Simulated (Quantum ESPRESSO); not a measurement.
Runs of Quantum ESPRESSO 7.5 on AlN. The structure is hexagonal, space group P6_3mc (No. 186). The conventional cell has a = 3.113 Å, b = 3.113 Å, c = 4.981 Å, α = 90.00°, β = 90.00°, γ = 120.00°. Al (site symmetry 3m) is surrounded by 4 N at 1.89 Å. N (site symmetry 3m) is surrounded by 4 Al at 1.89 Å. 

| task | potentials or basis | k mesh | cutoff (eV) | mesh quality | gap on the mesh (eV) | pressure (GPa) | largest force (eV/Å) |
| --- | --- | --- | --- | --- | --- | --- | --- |
| band structure | SG15 PBE 1.2 | 10 × 10 × 6 | 1197 | not flagged | 4.23 | 3.1 | (a) |
| band structure | PseudoDojo 0.5 SR PBE standard | 10 × 10 × 6 | 1143 | not flagged | 4.22 | 3.4 | 0.13 |
| single point | SG15 PBE 1.2 | 4 × 4 × 3 | 1197 | coarse | 4.23 | 3.1 | 0.13 |
| band structure | GBRV 1.5 PBE | 10 × 10 × 6 | 612 | not flagged | 4.20 | 4.2 | 0.13 |
| band structure | PseudoDojo 0.5 SR PBE stringent | 10 × 10 × 6 | 1143 | not flagged | 4.22 | 3.4 | 0.13 |

Alike in all rows: level PBE; no spin polarisation; cell as given; smearing fermi-dirac 0.05 eV.

Question: Estimate the missing entries.

Answer: (a) 0.12.

Caveats: some runs use coarse meshes; some levels on the path didn't converge (some runs).

The runs don't all hold the same shells in valence.
